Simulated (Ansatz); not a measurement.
Here is an Ansatz 0.2.0 calculation.

The input input.yaml:

```yaml
crystal:
  lattice:
    - [0.066101, 3.019577, 2.965258]
    - [3.134633, 0.007526, 3.023833]
    - [3.128958, 3.072477, 0.013201]
  atoms:
    - { symbol: Sr, position: [-0.010002, -0.004333, 0.014974] }
hamiltonian:
  xc: pbe
  pseudopotentials: { kind: paw }
kpoints:
  mp_grid: { grid: [8, 8, 8] }
scf:
  occupations: { method: fermi_dirac, width: 0.05 }
output:
  forces: true
  stress: true
  eigenvalues: true
```

Potentials or basis: Ansatz PAW.

Run with:

```console
$ ansatz run input.yaml --threads 1 --pin off --max-ram 2560MiB --backend cpu --events-out ev --progress --plain --runs-dir out
```

Predict the band gap on the k mesh.

none (metal or under the smearing width).

What does it give for the pressure?

-0.3 GPa.

Stress tensor (GPa, compression positive):
```
-0.43 -0.23 -0.28
-0.23 -0.29  0.19
-0.28  0.19 -0.21
```
